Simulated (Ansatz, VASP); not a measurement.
Ir: VASP beside Ansatz

```xyz
1
Lattice="1.8044 1.0417 1.4721 -1.8044 1.0417 1.4721 0.0000 -2.0835 1.4721" Properties=species:S:1:pos:R:3 pbc="T T T"
Ir    0.0000    0.0000    2.2081
```

Alike in both runs: functional r2SCAN; k mesh 21 × 21 × 21; occupations gaussian, width 0.1 eV; no spin polarisation.

Ansatz relaxed the structure, and its values are those at the end. VASP's run is a single point on that final structure, the one shown.

```csv
,VASP,Ansatz
version,VASP 6.6.1,Ansatz 0.2.0
potentials or method,"VASP PAW PBE potentials, release 64 (Ir)","scalar-relativistic, plane waves, PAW"
plane-wave cutoff (eV),520,500
valence electrons in the cell,9,17
```

|  | VASP | Ansatz | Ansatz less VASP |
| --- | --- | --- | --- |
| gap on the k mesh at the Fermi level (eV) | none | none | - |
| pressure (GPa) | 1.6 | 0.0 | -1.61 |

A gap of «none» marks a metal or a gap that the smearing closes. With one functional, cell and mesh, what is left measures potentials, basis and numerics. The two sets of potentials don't hold the same shells in valence.

Caveats: the PAW data sets were made with another functional, which shifts forces and pressure a little (VASP). The runs have no spin-orbit coupling, so splittings on Ir are missing.
